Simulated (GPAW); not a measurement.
## Nb in GPAW: the effect of functional

The system is Nb.

```
CELL_PARAMETERS angstrom
-1.66395 1.66395 1.66395
1.66395 -1.66395 1.66395
1.66395 1.66395 -1.66395
ATOMIC_POSITIONS crystal
Nb 0.00000 0.00000 0.00000
```

Alike in all runs:

```yaml
Program: GPAW 26.7.0
Task: band structure
Cutoff: 600 eV
Basis: pw
k_mesh: 11 × 11 × 11
Occupations: fermi-dirac, width 0.05 eV
Spin: no spin polarisation
```

| functional | potentials or basis | pressure (GPa) |
| --- | --- | --- |
| LDA | the program's PAW data sets (release 1.2.1) made for this functional | ? |
| PBE | GPAW PAW data sets (gpaw-data 1.2.1) | -2.7 |
| PBEsol | PAW data sets generated in the run's folder for this functional | -8.5 |
| RPBE | the program's PAW data sets (release 1.2.1) made for this functional | 0.3 |
| revPBE | the program's PAW data sets (release 1.2.1) made for this functional | -0.6 |
| BLYP | PAW data sets generated in the run's folder for this functional | 3.1 |
| r2SCAN | GPAW PAW data sets (gpaw-data 1.2.1) | -3.3 |

Q: What does the run with functional LDA give?

A: Pressure -12.4 GPa.

Caveats: the PAW data sets were made with another functional, which shifts forces and pressure a little (some runs).
